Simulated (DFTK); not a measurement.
## CoO in DFTK: convergence with k mesh

The system is CoO.

```
CELL_PARAMETERS angstrom
0.00000 2.13150 2.13150
2.13150 0.00000 2.13150
2.13150 2.13150 0.00000
ATOMIC_POSITIONS crystal
Co 0.00000 0.00000 0.00000
O 0.50000 0.50000 0.50000
```

| Quantity | Value |
| --- | --- |
| Program | DFTK 0.8.2 |
| Task | convergence study |
| Functional | PBE |
| Potentials or basis | dojo.nc.sr.pbe.v0_4_1.standard.upf (PBE) |
| Cutoff | 1306 eV |
| k mesh | 2 × 2 × 2 |
| Occupations | fermi-dirac, width 0.05 eV |
| Spin | collinear spin, random start |
| Starting moments | [1.01, 0.0] μB |

These are the settings of the first run; the series varies k mesh, with any setting tied to it.

Hardware: 1 thread of Intel(R) Xeon(R) Platinum 8488C (Sapphire Rapids) (shared host).

Task: The values tried are 2 × 2 × 2, 3 × 3 × 3, 5 × 5 × 5, 7 × 7 × 7, 8 × 8 × 8, 10 × 10 × 10, 12 × 12 × 12, 14 × 14 × 14, loosest first. From which on does the absolute moment stay within 0.02 μB of the tightest run that finished?

Result: From 5 × 5 × 5 on.

```tsv
k mesh	energy less the tightest run, at zero smearing (meV/atom)	pressure (GPa)	absolute moment (μB)	SCF cycles
2 × 2 × 2	177.66	-17.88	1.04	20
3 × 3 × 3	not converged	-	-	-
5 × 5 × 5	6.81	-1.78	3.02	19
7 × 7 × 7	-0.30	-1.97	3.01	17
8 × 8 × 8	0.55	-2.04	3.00	16
10 × 10 × 10	0.04	-2.01	3.01	19
12 × 12 × 12	0.02	-1.98	3.01	17
14 × 14 × 14	0.00	-1.97	3.01	17
```

Against the tightest run, the energy stays within 1 meV/atom from 7 × 7 × 7 on; the pressure stays within 0.1 GPa from 7 × 7 × 7 on. Meshes of other sizes hit other points, so gaps and Fermi surfaces needn't settle smoothly. The tightest run that finished is the yardstick and may itself not be fully converged.

Caveat, for the tightest run too: a cell with one magnetic atom can't hold antiferromagnetic order, which such compounds often take; semilocal functionals often make such compounds metallic where correlation or magnetic order opens a gap, which also shifts bond lengths.
